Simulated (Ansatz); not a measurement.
## Bi under changes of volume

One of the cells (35.070 Å³/atom); the others are scaled copies at fixed shape and fractional positions:

```
Bi
1.0
     2.26750    1.30914    3.93800
    -2.26750    1.30914    3.93800
     0.00000   -2.61828    3.93800
Bi
2
Direct
  0.76600 0.76600 0.76600
  0.23400 0.23400 0.23400
```

```yaml
Program: Ansatz 0.2.0
Functional: LDA
Potentials_or_basis: Ansatz PAW
Cutoff: "420 eV (not typed: the program's choice for these potentials)"
k_mesh: 7 × 7 × 7
Occupations: fermi-dirac, width 0.05 eV
Spin: no spin polarisation
```

```tsv
volume (Å³/atom)	energy over the lowest point (meV/atom)	pressure (GPa)	gap on the mesh (eV)	largest force (eV/Å)
32.965	4.71	1.7	0.30	0.342
33.667	0.00	0.5	0.29	0.237
34.368	0.36	-0.6	0.28	0.138
35.070	5.23	-1.6	0.27	0.046
35.771	14.11	-2.4	0.26	0.039
36.472	?	?	?	?
37.174	42.18	-3.9	0.24	0.194
```

Task: What does the run at 36.472 Å³/atom give?

Result: Energy over the lowest point 26.55 meV/atom; pressure -3.2 GPa; gap on the mesh 0.25 eV; largest force 0.119 eV/Å.

Worked out: A Birch-Murnaghan fit of order 3 (a polynomial in V^(-2/3)) to the other rows has its minimum at 33.96 Å³/atom with B0 = V·E''(V) = 53 GPa and B' = 4.7 at fixed shape and positions, which overstates the stiffness. It gives 26.55 meV/atom at 36.472 Å³/atom, against the run's 26.55, and -dE/dV = -3.2 GPa, against -3.2. A straight line through the other rows of the gap, of slope -0.499 eV per unit of ln V, gives 0.25 eV, against the run's 0.25.

Energies are extrapolated to zero smearing.

Caveats: odd divisions of the mesh miss points on the zone boundary, where band edges often lie, so the gap on the mesh can be too wide; spin-orbit coupling is left out, which as a rule narrows the gap of such compounds by several tenths of an eV; the PAW data sets come from PBE, with cores solved anew for the run's functional, which leaves a small shift of forces and pressure.

A mesh can miss the band edges.
